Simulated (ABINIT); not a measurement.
# Pd in ABINIT: the effect of functional

Crystal: Pd.

```
CELL_PARAMETERS angstrom
0.00000 1.94650 1.94650
1.94650 0.00000 1.94650
1.94650 1.94650 0.00000
ATOMIC_POSITIONS crystal
Pd 0.00000 0.00000 0.00000
```

Alike in all runs:

- Program: ABINIT 10.8.3 (patched build)
- Task: band structure
- Potentials or basis: JTH PAW PBE v2.0
- Cutoff: 707 eV
- k mesh: 12 × 12 × 12
- Occupations: fermi-dirac, width 0.05 eV
- Spin: no spin polarisation

```tsv
functional	pressure (GPa)
PBE	6.4
LDA	-9.0
PBEsol	-3.3
RPBE	11.1
BLYP	17.8
AM05	-4.2
r2SCAN	4.1
SCAN	0.1
revPBE	9.8
PW91	6.5
WC	?
```

**Question.** What does the run with functional WC give?

**Answer.** Pressure -1.8 GPa.

Caveats: the PAW data sets were made with another functional, which shifts forces and pressure a little (some runs).
